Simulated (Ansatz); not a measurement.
Pressure coefficients of BeSe

Space group F-43m (No. 216). a = 5.070 Å, b = 5.070 Å, c = 5.070 Å, α = 90.00°, β = 90.00°, γ = 90.00°
```csv
atom,site,symmetry,x,y,z
Be,4a,-43m,0.0000,0.0000,0.0000
Se,4c,-43m,0.2500,0.2500,0.2500
```

The runs use the primitive cell with vectors (0.000, 2.535, 2.535), (2.535, 0.000, 2.535), (2.535, 2.535, 0.000) Å, to which the k mesh refers.

The cell is COD entry 9008837, as deposited and not checked against the literature; nothing was relaxed. It differs from other determinations.

These are results of DFT, LDA, all-electron LAPW, scalar-relativistic in Ansatz 0.2.0, not measurements.

The runs use a Γ-centred 10×10×10 k mesh, Fermi–Dirac smearing of 0.02 eV, basis error target 1 meV/atom, no spin polarisation.

The cell is scaled evenly with fractional coordinates held. Semilocal gaps are too small, but their slopes carry over better.

| V/V(cell) | P (GPa) | gap on the k mesh (eV) |
| --- | --- | --- |
| 0.9400 | 6.58 | 2.242 |
| 0.9600 | 4.38 | 2.293 |
| 0.9800 | 2.39 | 2.341 |
| 0.9900 | 1.46 | 2.364 |
| 1.0000 | 0.58 | 2.387 |
| 1.0100 | -0.26 | 2.409 |
| 1.0200 | -1.07 | 2.430 |
| 1.0400 | -2.56 | 2.470 |

**Question.** From the rows at 0.9900 and 1.0100, what is the bulk modulus at the cell's volume?

**Answer.** B = −ΔP/Δln V = −[(-0.26) − (1.46)]/0.02000 = 86.0 GPa.

**Question.** What are the gap's volume deformation potential and pressure coefficient?

**Answer.** dEg/dln V = (2.409 − 2.364)/0.02000 = 2.25 eV, and dEg/dP = −(dEg/dln V)/B = -26 meV/GPa: pressure narrows the gap.

**Question.** Predict the row at V/V(cell) = 1.0600. How far is a linear estimate of P off?

**Answer.** P = -3.91 GPa, gap 2.509 eV. The linear estimate P(cell) − B ln(V/V(cell)) = -4.43 GPa misses by 0.52 GPa, since the modulus falls on expansion.
